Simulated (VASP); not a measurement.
Wanted: the native input for a VASP 6.6.1 run.

- Task: single point
- Functional: PBEsol
- Potentials or basis: VASP PAW PBE potentials, release 64 (Sb)
- Cutoff: 520 eV
- k mesh: 24 × 24 × 24
- Occupations: gaussian, width 0.15 eV
- Spin: no spin polarisation
- Dipole correction: no
- Further INCAR settings: ALGO = Fast; EDIFF = 1e-06; NBANDS = 8

The structure of Sb lies in POSCAR:

```
Sb
1.0
   -1.4445212238      1.4445212238      3.2302940723
    1.4445212238     -1.4445212238      3.2302940723
    1.4445212238      1.4445212238     -3.2302940723
Sb
1
Direct
    0.0000000000      0.0000000000      0.0000000000
```

This isn't the form of Sb at room conditions, which is rhombohedral.

The input as run:

INCAR

```
SYSTEM = Sb
ALGO = Fast
EDIFF = 1E-6
ENCUT = 520
GGA = PS
ISIF = 2
ISMEAR = 0
LASPH = .TRUE.
LCHARG = .TRUE.
LELF = .TRUE.
LREAL = .FALSE.
LVHAR = .TRUE.
LWAVE = .FALSE.
NBANDS = 8
NELM = 100
PREC = Accurate
SIGMA = 0.15
```

KPOINTS

```
k-points
0
G
  24 24 24
  0 0 0
```

Potentials or basis: VASP PAW PBE potentials, release 64 (Sb).

Launch:

```sh
$ cat potpaw_PBE.64/Sb/POTCAR > POTCAR
$ mpirun -np 1 vasp_std > vasp.out
```

Results of the run:

| Item | Value |
| --- | --- |
| Pressure | 5.5 GPa |
| Band gap on the k mesh | none (metal or under the smearing width) |

Caveat: the PAW data sets were made with another functional, which shifts forces and pressure a little.

Wall time 86 s on 1 thread of Intel(R) Xeon(R) 6975P-C (Granite Rapids), on a shared host, peak memory 0.35 GiB.
